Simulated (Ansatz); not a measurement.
Kick test of a cell of Be

The cell was found from a structure generator's guess, not taken from experiment.

These are results of DFT PBE, scalar-relativistic, plane waves, PAW in Ansatz 0.2.0, not measurements. Cutoff 420 eV; k points 26×26×20 on the computed 1-atom cell (Γ-centred); Gaussian smearing, width 0.10 eV; no spin polarisation.

The cell below (1 atom, space group P4/mmm (No. 123)) is relaxed within its symmetry.

```cif
data_structure
_symmetry_space_group_name_H-M 'P 1'
_symmetry_Int_Tables_number 1
_cell_length_a 2.0208
_cell_length_b 2.0208
_cell_length_c 2.6616
_cell_angle_alpha 90.000
_cell_angle_beta 90.000
_cell_angle_gamma 90.000
_cell_volume 10.87
loop_
_atom_site_label
_atom_site_type_symbol
_atom_site_fract_x
_atom_site_fract_y
_atom_site_fract_z
_atom_site_occupancy
Be1 Be 0.00000 0.00000 0.50000 1
```

For the test a repeat of it with 4 atoms (edges 2.66, 4.04, 4.04 Å) was strained at random (σ = 1.5 % a component), the atoms were moved at random (σ = 0.05 Å), and all was relaxed again on a coarse 8×6×6 mesh (in the run’s order of axes) with 0.20 eV smearing, with no symmetry imposed.

Task: Is the structure stable against such a distortion?

Result: It doesn't return. The energy falls by 853 meV/atom on that mesh, the volume changes by -27.5 %, and the end has space group Fm-3m (No. 225) at a loose tolerance. Relaxed again on a 30×30×30 mesh with 0.10 eV smearing, the new structure lies 854 meV/atom below the first (mesh in the axes of the run's cell; the cell below is made exact in the group named). Space group Fm-3m (No. 225), cubic, a = 3.157 Å. Around Be lie 12 Be at 2.23 Å.

```xyz
1
Lattice="0.0000 1.5784 1.5784 1.5784 0.0000 1.5784 1.5784 1.5784 0.0000" Properties=species:S:1:pos:R:3 pbc="T T T"
Be    0.0000    0.0000    0.0000
```
